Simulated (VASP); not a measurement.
# GaP (F-43m) in VASP: relaxation of cell and atoms with PBE

Aim: the relaxation of cell and atoms of GaP with PBE.

Program: VASP 6.6.1. These are calculated values, not measurements. Logs are shortened: lines on timing, memory, paths and dates and some standing lists are left out, and cuts for length are marked.

## 1. Starting point

The structure is cubic, space group F-43m (No. 216). Conventional cell: a = 5.451 Å, b = 5.451 Å, c = 5.451 Å, α = 90.00°, β = 90.00°, γ = 90.00°. Ga (site symmetry -43m) is surrounded by 4 P at 2.36 Å. P (site symmetry -43m) is surrounded by 4 Ga at 2.36 Å.

## 2. Relaxation of cell and atoms, PBE

INCAR reads:

```
SYSTEM = GaP
ALGO = Normal
EDIFF = 1E-7
EDIFFG = -0.004
ENCUT = 600
GGA = PE
IBRION = 2
ISIF = 3
ISMEAR = 0
LASPH = .TRUE.
LCHARG = .FALSE.
LREAL = .FALSE.
LWAVE = .FALSE.
NELM = 100
NSW = 80
PREC = Accurate
SIGMA = 0.02
```

KPOINTS reads:

```
k-points
0
G
  8 8 8
  0 0 0
```

POSCAR reads:

```
GaP
1.0
    0.0000000000      2.7252500000      2.7252500000
    2.7252500000      0.0000000000      2.7252500000
    2.7252500000      2.7252500000      0.0000000000
Ga P
1 1
Direct
    0.0000000000      0.0000000000      0.0000000000
    0.2500000000      0.2500000000      0.2500000000
```

Potentials or basis: VASP PAW PBE potentials, release 64 (Ga_d, P).

On the command line:

```sh
$ cat potpaw_PBE.64/Ga_d/POTCAR potpaw_PBE.64/P/POTCAR > POTCAR
$ mpirun -np 1 vasp_std > vasp.out
```

OUTCAR:

```text
SYSTEM = GaP
   EDIFF = 1E-7
   EDIFFG = -0.004
   ENCUT = 600
   GGA = PE
   IBRION = 2
   ISIF = 3
   ISMEAR = 0
   LASPH = .TRUE.
   LREAL = .FALSE.
   NELM = 100
   NSW = 80
   PREC = Accurate

 ion  position               nearest neighbor table
   1  0.000  0.000  0.000-   2 2.36   2 2.36   2 2.36   2 2.36
   2  0.250  0.250  0.250-   1 2.36   1 2.36   1 2.36   1 2.36

  LATTYP: Found a face centered cubic cell.
 ALAT       =     5.4505000000

  Lattice vectors:

 A1 = (   0.0000000000,   2.7252500000,   2.7252500000)
 A2 = (   2.7252500000,   0.0000000000,   2.7252500000)
 A3 = (   2.7252500000,   2.7252500000,   0.0000000000)

Analysis of symmetry for initial positions (statically):
=====================================================================
 Subroutine PRICEL returns:
 Original cell was already a primitive cell.

 Routine SETGRP: Setting up the symmetry group for a
 face centered cubic supercell.

 Subroutine GETGRP returns: Found 24 space group operations
 (whereof 24 operations were pure point group operations)
 out of a pool of 48 trial point group operations.

The static configuration has the point symmetry T_d .

Analysis of symmetry for dynamics (positions and initial velocities):
=====================================================================
 Subroutine PRICEL returns:
 Original cell was already a primitive cell.

 Routine SETGRP: Setting up the symmetry group for a
 face centered cubic supercell.

 Subroutine GETGRP returns: Found 24 space group operations
 (whereof 24 operations were pure point group operations)
 out of a pool of 48 trial point group operations.

The dynamic configuration has the point symmetry T_d .

 Subroutine INISYM returns: Found 24 space group operations
 (whereof 24 operations are pure point group operations),
 and found     1 'primitive' translations

----------------------------------------------------------------------------------------

                                     Primitive cell

  volume of cell :      40.4808

  direct lattice vectors                    reciprocal lattice vectors
     0.000000000  2.725250000  2.725250000    -0.183469406  0.183469406  0.183469406
     2.725250000  0.000000000  2.725250000     0.183469406 -0.183469406  0.183469406
     2.725250000  2.725250000  0.000000000     0.183469406  0.183469406 -0.183469406

  length of vectors
     3.854085511  3.854085511  3.854085511     0.317778334  0.317778334  0.317778334

  position of ions in fractional coordinates (direct lattice)
     0.000000000  0.000000000  0.000000000
     0.250000000  0.250000000  0.250000000

  ion indices of the primitive-cell ions
   primitive index   ion index
                 1           1
                 2           2

----------------------------------------------------------------------------------------

 KPOINTS: k-points

Automatic generation of k-mesh.
 Grid dimensions read from file:
 generate k-points for:    8    8    8

 Generating k-lattice:

  Cartesian coordinates                     Fractional coordinates (reciprocal lattice)
    -0.022933676  0.022933676  0.022933676     0.125000000  0.000000000  0.000000000
     0.022933676 -0.022933676  0.022933676     0.000000000  0.125000000  0.000000000
     0.022933676  0.022933676 -0.022933676     0.000000000  0.000000000  0.125000000

  Length of vectors
     0.039722292  0.039722292  0.039722292

  Shift w.r.t. Gamma in fractional coordinates (k-lattice)
     0.000000000  0.000000000  0.000000000

 Subroutine IBZKPT returns following result:
 ===========================================

 Found     29 irreducible k-points:

 Following reciprocal coordinates:
            Coordinates               Weight
  0.000000  0.000000  0.000000      1.000000
  0.125000  0.000000  0.000000      8.000000
  0.250000  0.000000  0.000000      8.000000
  0.375000  0.000000  0.000000      8.000000
  0.500000  0.000000  0.000000      4.000000
  0.125000  0.125000  0.000000      6.000000
[... 16 lines left out ...]
  0.500000  0.250000  0.125000     48.000000
 -0.375000  0.250000  0.125000     24.000000
 [... further k-points ...]
   k-points           NKPTS =     29   k-points in BZ     NKDIM =     29   number of bands    NBANDS=     13
   number of dos      NEDOS =    301   number of ions     NIONS =      2
   total plane-waves  NPLWV =  32768
   dimension x,y,z NGX =    32 NGY =   32 NGZ =   32
   dimension x,y,z NGXF=    64 NGYF=   64 NGZF=   64
   ions per type =               1   1
   NGX,Y,Z   is equivalent  to a cutoff of  13.80, 13.80, 13.80 a.u.
   NGXF,Y,Z  is equivalent  to a cutoff of  27.61, 27.61, 27.61 a.u.
 SYSTEM =  GaP
   PREC   = accura    normal or accurate (medium, high low for compatibility)
   ISTART =      0    job   : 0-new  1-cont  2-samecut
   ICHARG =      2    charge: 1-file 2-atom 10-const
   ISPIN  =      1    spin polarized calculation?
   LNONCOLLINEAR =      F non collinear calculations
   LSORBIT =      F    spin-orbit coupling
   LASPH  =      T    aspherical Exc in radial PAW
   ENCUT  =  600.0 eV  44.10 Ry    6.64 a.u.   7.70  7.70  7.70*2*pi/ulx,y,z
   NELM   =    100;   NELMIN=  2; NELMDL= -5     # of ELM steps
   EDIFF  = 0.1E-06   stopping-criterion for ELM
   LREAL  =      F    real-space projection
   EDIFFG = -.4E-02   stopping-criterion for IOM
   NSW    =     80    number of steps for IOM
   IBRION =      2    ionic relax: 0-MD 1-quasi-New 2-CG
   NFREE  =      1    steps in history (QN), initial steepest desc. (CG)
   ISIF   =      3    stress and relaxation
   ISYM   =      2    0-nonsym 1-usesym 2-fastsym
   POTIM  = 0.5000    time-step for ionic-motion
   TEBEG  =    0.0;   TEEND  =   0.0 temperature during run
   PSTRESS=    0.0 pullay stress
   NELECT =      18.0000    total number of electrons
   NUPDOWN=      -1.0000    fix difference up-down
   EMIN   =  10.00;   EMAX   =-10.00  energy-range for DOS
   EFERMI =   0.00;   METHOD = LEGACY
   ISMEAR =     0;   SIGMA  =   0.02  broadening in eV -4-tet -1-fermi 0-gaus
   EFERMI_NEDOS =   21; number of points for ismear=-14 and -15
   IALGO  =     38    algorithm
   IMIX   =      4    mixing-type and parameters
     AMIX     =   0.40;   BMIX     =  1.00
     AMIX_MAG =   1.60;   BMIX_MAG =  1.00
  volume/ion in A,a.u.               =      20.24       136.59
  Fermi-wavevector in a.u.,A,eV,Ry     =   1.249538  2.361284 21.243377  1.561344
  Thomas-Fermi vector in A             =   2.383574
   LORBIT       =      0    0 simple, 1 ext, 2 COOP (PROOUT), +10 PAW based schemes
   GGA     = PE    functional components
   LHFCALC =     F    Hartree Fock is set to
   AEXX    =    0.0000 exact exchange contribution
   IVDW    =     0    specifies the selected vdW correction
   LEPSILON=     F    determine dielectric tensor
   LRPA    =     F    only Hartree local field effects (RPA)
 conjugate gradient relaxation of ions
 non-spin polarized calculation
 Gauss-broadening in eV      SIGMA  =   0.02
  energy-cutoff  :      600.00
  volume of cell :       40.48
 maximum number of plane-waves:      1365
   NGX = 15   NGY = 15   NGZ = 15

--------------------------------------- Ionic step        1  -------------------------------------------

 number of electron      18.0000003 magnetization

 Free energy of the ion-electron system (eV)
  ---------------------------------------------------
  ext. energy  EPLUGINS =         0.00000000
  ---------------------------------------------------
  free energy    TOTEN  =        -9.11605108 eV

  energy without entropy =       -9.11605108  energy(sigma->0) =       -9.11605108

------------------------ aborting loop because EDIFF is reached ----------------------------------------

  FORCE on cell =-STRESS in cart. coord.  units (eV):
  Direction    XX          YY          ZZ          XY          YZ          ZX
  --------------------------------------------------------------------------------------
  -------------------------------------------------------------------------------------
  Total        0.6227868      0.6227868      0.6227868      0.0000000      0.0000000     -0.0000000
  in kB       24.6490934     24.6490934     24.6490934      0.0000000      0.0000000     -0.0000000
  external PRESSURE =      24.6490934 kB  Pullay stress =       0.0000000 kB
[... 57 lines left out ...]
  energy  without entropy=       -9.1231525342  energy(sigma->0) =       -9.12315253

--------------------------------------- Ionic step        3  -------------------------------------------

 number of electron      17.9999991 magnetization

 Free energy of the ion-electron system (eV)
  ---------------------------------------------------
  ext. energy  EPLUGINS =         0.00000000
  ---------------------------------------------------
  free energy    TOTEN  =        -9.12526473 eV

  energy without entropy =       -9.12526473  energy(sigma->0) =       -9.12526473

 E-fermi :   4.4411     XC(G=0):  -9.6966

 val. band max:        4.3508170308   @ k =   0.0000   0.0000   0.0000
 cond. band min:       5.9298191538   @ k =   0.0000   0.0000   0.0000
 fundamental gap:      1.5790021230
 Fermi energy:         4.4410817190

 k-point     1 :       0.0000    0.0000    0.0000
  band No.  band energies     occupation
      1     -10.1535      2.00000
      2     -10.1535      2.00000
      3     -10.1535      2.00000
      4     -10.0627      2.00000
      5     -10.0627      2.00000
      6      -7.9191      2.00000
      7       4.3508      2.00000
      8       4.3508      2.00000
      9       4.3508      2.00000
     10       5.9298      0.00000
     11       8.2464      0.00000
     12       8.2464      0.00000
     13       8.2464      0.00000
[... 353 lines left out ...]
 k-point    24 :      -0.3750    0.2500    0.1250
  band No.  band energies     occupation
      1     -10.2320      2.00000
      2     -10.1255      2.00000
      3     -10.1146      2.00000
      4     -10.0671      2.00000
      5     -10.0560      2.00000
      6      -5.5614      2.00000
      7      -1.9227      2.00000
      8       1.2666      2.00000
      9       2.4972      2.00000
     10       7.7184      0.00000
     11       8.6696      0.00000
     12      10.7233      0.00000
     13      12.1862      0.00000

 [... further k-points ...]

------------------------ aborting loop because EDIFF is reached ----------------------------------------

  FORCE on cell =-STRESS in cart. coord.  units (eV):
  Direction    XX          YY          ZZ          XY          YZ          ZX
  --------------------------------------------------------------------------------------
  -------------------------------------------------------------------------------------
  Total       -0.0002527     -0.0002527     -0.0002527      0.0000000      0.0000000      0.0000000
  in kB       -0.0097076     -0.0097076     -0.0097076      0.0000000      0.0000000      0.0000000
  external PRESSURE =      -0.0097076 kB  Pullay stress =       0.0000000 kB
[... 17 lines left out ...]
  FREE ENERGIE OF THE ION-ELECTRON SYSTEM (eV)
  ---------------------------------------------------
  free  energy   TOTEN  =        -9.1252647288 eV

  energy  without entropy=       -9.1252647288  energy(sigma->0) =       -9.12526473

 reached required accuracy - stopping structural energy minimisation
```

Wall time 24 s (1 thread of Intel Xeon Platinum 8488C (Sapphire Rapids), shared host); peak memory 0.19 GiB.

Results:

| Quantity | Value |
| --- | --- |
| Free energy | -9.1253 eV |
| Relaxed volume | 20.86 Å³/atom |
| Relaxed cell | a = 3.893 Å, b = 3.893 Å, c = 3.893 Å, α = 60.00°, β = 60.00°, γ = 60.00° |
| Space group after relaxing (to 0.05 Å) | F-43m (No. 216) |
| Energy gained by relaxing | 4.6 meV/atom |
| Ionic steps | 3 |
| Pressure after relaxing | 0.0 GPa |
| Band gap on the k mesh | 1.58 eV, direct |

The path:
```csv
step,energy change (eV),largest force (eV/Å),pressure (GPa),volume (Å³)
1,0.0000,0.0000,2.46,40.48
2,-0.0071,0.0000,-1.06,42.33
3,-0.0092,0.0000,0.00,41.71
```

Final structure:
```
CELL_PARAMETERS angstrom
0.00000 2.75266 2.75266
2.75266 0.00000 2.75266
2.75266 2.75266 0.00000
ATOMIC_POSITIONS crystal
Ga 0.00000 0.00000 0.00000
P 0.25000 0.25000 0.25000
```

Levels at points of the mesh, in eV from the valence-band top:
```csv
k point,band 6,band 7,band 8,band 9,band 10,band 11,band 12,band 13
"(0.00, 0.00, 0.00)",-12.27,0.00,0.00,0.00,1.58,3.90,3.90,3.90
"(0.50, 0.00, 0.00)",-10.30,-6.46,-1.07,-1.07,1.58,4.73,4.73,8.23
"(0.50, 0.50, 0.00)",-9.44,-6.61,-2.58,-2.58,1.72,1.85,10.37,10.37
```

A k mesh can miss the band edges. Zero-point motion and thermal expansion aren't in these numbers.
